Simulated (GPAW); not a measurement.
Runs of GPAW 26.7.0 on Ti3Al. It takes space group P-6m2 (No. 187, hexagonal). Conventional cell: a = 2.928 Å, b = 2.928 Å, c = 9.226 Å, α = 90.00°, β = 90.00°, γ = 120.00°. Around Ti (site symmetry 3m) lie 9 Ti at 2.86 to 2.93 Å and 3 Al at 2.86 Å. Around Ti (site symmetry -6m2) lie 12 Ti at 2.86 to 2.93 Å. Around Al (site symmetry -6m2) lie 6 Ti at 2.86 Å and 6 Al at 2.93 Å. The cell comes from a database or a generator and needn't be the stable form of this composition.

| task | level | cell | k mesh | optimizer | fmax | max steps | convergence | gap on the mesh (eV) | pressure (GPa) | relaxed volume (Å³/atom) | largest force (eV/Å) |
| --- | --- | --- | --- | --- | --- | --- | --- | --- | --- | --- | --- |
| relaxation of cell and atoms | PBEsol+D4 | relaxed | 8 × 8 × 2 | BFGS | 0.02 eV/Å | 60 | density=1e-05 forces=0.0001 | none | 0.2 | 16.35 | 0.01 |
| relaxation of cell and atoms | PBEsol+D3(BJ)+ATM | relaxed | 8 × 8 × 2 | BFGS | 0.02 eV/Å | 60 | density=1e-05 forces=0.0001 | none | 0.0 | (b) | 0.02 |
| single point | PBEsol | as given | 10 × 10 × 3 | - | - | - | - | none | -3.7 | - | 0.08 |
| relaxation of cell and atoms | PBEsol+D3 | relaxed | 8 × 8 × 2 | BFGS | 0.02 eV/Å | 60 | density=1e-05 forces=0.0001 | none | 0.0 | (a) | 0.02 |

Alike in all rows: potentials or basis PAW data sets generated in the run's folder for this functional, pw; no spin polarisation; cutoff (eV) 600; smearing fermi-dirac 0.05 eV.

Problem. Fill in the values left out.

Solution. (a) 16.00; (b) 15.96.

Caveats: later steps reuse the first step's grids (some runs); pairwise dispersion overbinds metals, which lowers pressure and volume (some runs).

A k mesh can miss the band edges.

A gap of «none» marks a metal or a gap under the smearing width.

Not every run made on this cell is shown here.
